Suppose a process model needs the compressibility and the band gap of a lead oxide phase with tetrahedral bonding. The decision is which of the two deserves a careful calculation, and which can be settled with a pocket formula. For the crystal below, the bond length and one constant known from similar compounds give the stiffness to within about 7 % of every density-functional result. The gap needs the careful calculation, because on one and the same structure the methods disagree about it far more than about the stiffness.

Zincblende PbO (F-43m, 2 atoms per cell), periodic in three directions, by several programs as named, without spin polarisation or spin-orbit coupling. Gaps are for the cell relaxed with r2SCAN; volumes are each method's own, and bulk moduli are taken at fixed cell shape. The k mesh differs between runs, and the 64-atom rows use a periodic cluster at the zone centre.

```tsv
name	kind	band gap (eV)	volume per atom (Å³)	bulk modulus (GPa)	atoms computed
PBE coarse-settings	low cutoff and mesh	0.425	n/a	n/a	2
GFN1-xTB tblite	tight binding	2.103	21.946	84.90	64
PM6	semi-empirical	6.583	n/a	n/a	64
PM7	semi-empirical	8.434	n/a	n/a	64
PBE	semilocal	0.429	22.707	62.70	2
GFN2-xTB tblite	tight binding	1.546	22.830	80.50	64
PBE sz-orbitals	small basis	0.307	n/a	n/a	2
r2SCAN	semilocal	0.617	21.923	70.60	2
PBE SZV	small basis	0.245	23.530	67.00	2
GLLB-SC	model potential	1.636	n/a	n/a	2
PBE DZVP	small basis	0.181	23.071	61.40	2
```

The crystal is PbO in the zincblende structure, where each lead atom has four oxygen neighbours and each oxygen four lead neighbours. It isn't litharge or massicot, the two familiar forms of PbO, so handbook values for those are no yardstick here. No calculation here shows that the zincblende form would be stable. The bulk modulus $B$ is the pressure needed per unit of fractional volume loss, and a high value means a stiff crystal.

**Stiffness from the bond length**

A modulus has the unit of an energy per volume, and this is the key to the estimate. Squeezing a tetrahedral crystal means squeezing its bonds, so the relevant energy is that of the shared electrons, and the relevant volume is the space they fill between two atoms. Across tetrahedral compounds the energy falls roughly as $d^{-2.5}$, where $d$ is the bond length. The bond charge fills a tube of nearly fixed width and length $d$. Dividing energy by volume gives Cohen's scaling rule:

$$B \approx \frac{C}{d^{3.5}},\qquad d=\frac{\sqrt3}{2}\,v^{1/3}$$

Here $B$ is in GPa, $d$ in Å, and $v$ is the volume per atom in Å³. The second relation is the geometry of zincblende.

The constant $C$ depends on how evenly the bond is shared. It is about 2000 for the group IV elements, 1800 for III–V compounds and 1500 for II–VI compounds, because charge drawn towards one atom does less to stiffen the bond. Lead in PbO is formally divalent, as a group II metal is, so 1500 is the nearest choice. It also keeps two outer electrons that such a metal doesn't have, and the rule takes no account of them.

Take the PBE row, with a volume of 22.7 Å³ per atom. The cube root is 2.83, and multiplying by 0.866 gives $d=2.45$ Å. The power is quickly found as $d\cdot d\cdot d\cdot\sqrt d\approx 23.1$. The estimate is then

$$B\approx 1500/23.1\approx 65\ \text{GPa},$$

about 4 % above the computed 62.7 GPa.

Now take GFN1-xTB, a tight-binding method. Its bond length of 2.425 Å leads to 68 GPa, whereas the method itself gives 84.9 GPa, so the estimate is 20 % too low. The constant comes from other tetrahedral compounds, so neither worked row had a part in setting it.

**What the second example teaches**

GFN1-xTB and r2SCAN agree on the volume almost exactly, yet their moduli are 84.9 and 70.6 GPa. The volume marks where the energy curve has its minimum, while the modulus measures how sharply the curve bends there. A method can place the minimum well and still make the valley too narrow or too wide. A good lattice constant is therefore no certificate for a good stiffness.

The small-basis rows make the same point within one functional. PBE with the minimal SZV basis gives a larger crystal than with the DZVP basis, and still a stiffer one, 67.0 against 61.4 GPa. A likely reason is that minimal orbitals have a fixed shape and can't adapt when the atoms move, so that the energy rises too steeply. The same rigidity may stiffen the tight-binding rows, whose parameters were moreover adjusted to molecules, but no calculation here separates these causes.

**How far to trust the estimate**

Over the four density-functional rows with a modulus, the typical miss (root mean square) is 5 % of the computed value, and the worst is 7 %, for SZV. Both tight-binding rows come out about 25 % stiffer than the rule allows. The printed output after this text lists the estimates row by row.

This success is one of size, not of ranking. A single value of 65 GPa, the average of the four density-functional rows, would describe them almost equally well. The bond lengths simply differ too little to put the rule to a hard test. Its merit is that it supplies the right size before any modulus has been computed.

The choice of $C$ is the weak spot. PbO has ten valence electrons per formula unit, two more than the compounds for which the rule was made, so the close match with the density-functional rows may be partly luck. With the III–V constant the r2SCAN row would come out at 81 GPa, close to the tight-binding results. The rule therefore can't decide which class of method is nearer to nature. For a neighbouring compound, settle first the formal valence of the metal, and whether it keeps outer electrons that the rule doesn't count.

**Comparing two functionals**

Going from r2SCAN to PBE lowers the modulus by 11 %, but the bond rule predicts a drop of only 4 %. A plausible reason is that the rule compares different substances, each at rest with its own bond length. Changing the functional is more like taking one substance and stretching it. In a stretched crystal the repulsion between neighbouring atoms fades quickly, and the modulus falls roughly as the fourth power of the volume:

$$B\approx B_{\text{r2SCAN}}\left(\frac{v_{\text{r2SCAN}}}{v}\right)^4$$

This gives 61 GPa for PBE, within about 2 % of the computed value. The picture holds only as long as the bond is described with similar freedom. It falls 6 % short for DZVP, and 21 % short for SZV. Use the bond rule for a first size and the fourth power to pass between two well-converged functionals, bearing in mind that a single pair of rows supports the latter.

**Volume from one pressure**

The estimated modulus has a second use. All the single-point calculations were done on the cell relaxed with r2SCAN, which is too tight for PBE, and the PBE run duly reports an outward pressure of 2.4 GPa. Dividing by the estimated 68 GPa for this cell predicts that the crystal will swell by 3.5 %. PBE's own volume in the table is larger by 3.6 %, so here one calculation and one division would have been enough for the volume. The closeness of the match is partly luck. By the fourth-power law, PBE is somewhat stiffer than 68 GPa in this tight cell, but the division also ignores that the crystal softens as it swells, and the two errors nearly cancel. It also helps that this cubic crystal has neither a shape nor inner positions to relax.

The pressure must come from converged settings, however, and even then it carries some noise from the grid. With a low cutoff and a coarse mesh, PBE reports 3.5 GPa on the same cell, and the predicted swelling grows to about 5 %. The gap hardly notices the change, at 0.425 against 0.429 eV. A steady gap is thus no proof that the pressure is converged.

**Why the gap needs a calculation**

All the gaps were computed on one and the same cell, yet the largest is 47 times the smallest. Since the bond length is identical throughout, no formula based on it could reproduce this spread. The gap compares filled levels with empty ones, and the methods place both differently. The modulus follows from the total energy, which doesn't involve the position of the empty levels. This is a likely reason why the six rows with a modulus agree on it so much better than on the gap.

The largest gaps owe much to a well-known cause. PM6 and PM7 report Hartree–Fock orbital gaps of 6.6 and 8.4 eV. In that picture an added electron meets the full repulsion of the others, without the screening that a solid provides, and the empty levels lie far too high. Semilocal functionals such as PBE and r2SCAN err the other way and usually give gaps that are too small; here they give 0.4 and 0.6 eV. The small-basis PBE rows lie lower still, from 0.181 to 0.307 eV, and no output shows why. The tight-binding gaps of 1.5 and 2.1 eV come from methods fitted to molecules, and can be far off in a solid.

Spin-orbit coupling is left out of every row. In lead it is strong, and it can shift gaps of a few tenths of an electronvolt appreciably. If a decision hangs on whether this crystal conducts or absorbs visible light, plan for a method with screened exchange and spin-orbit coupling. If it hangs on compressibility, the bond length and a pocket calculator give a sound first figure for a tetrahedral crystal. The rule isn't meant for layered litharge, where the weak contacts between the layers yield first.

Output of the analysis:

```
Estimates of the bulk modulus:
              row  bond length (angstrom)  d to the power 3.5  bond rule (GPa)  bond rule miss (%)  constant miss (%)  stretched r2SCAN (GPa)  stretched miss (%)
  GFN1-xTB tblite                   2.425                22.2            67.58               -20.4             -22.94                    70.3              -17.19
              PBE                   2.452                23.1            64.95               3.581              4.346                   61.34              -2.164
  GFN2-xTB tblite                   2.457               23.24            64.54              -19.83             -18.73                   60.03              -25.43
           r2SCAN                   2.424               22.17            67.66               -4.16              -7.33                    70.6                   0
          PBE SZV                   2.482               24.08             62.3              -7.011             -2.351                    53.2               -20.6
         PBE DZVP                   2.465               23.53            63.75                3.83              6.555                   57.56               -6.25
Bond rule, rms miss over density-functional rows (%): 4.846
One constant, its value (GPa): 65.42
One constant, rms miss over density-functional rows (%): 5.503
r2SCAN row with the III-V constant of about 1800 instead (GPa): 81.2
PBE modulus over r2SCAN modulus, table: 0.8881
PBE modulus over r2SCAN modulus, bond rule: 0.9598
PBE modulus over r2SCAN modulus, stretched crystal: 0.8689
PBE volume per atom from its pressure and the bond rule (cubic angstrom): 22.69
PBE expansion from the r2SCAN cell, estimated (%): 3.514
PBE expansion from the r2SCAN cell, table (%): 3.576
GFN1-xTB volume per atom from its pressure and the bond rule (cubic angstrom): 21.97
Volume per atom from the coarse PBE pressure (cubic angstrom): 23.04
Largest gap over smallest gap on the same cell: 46.6
```
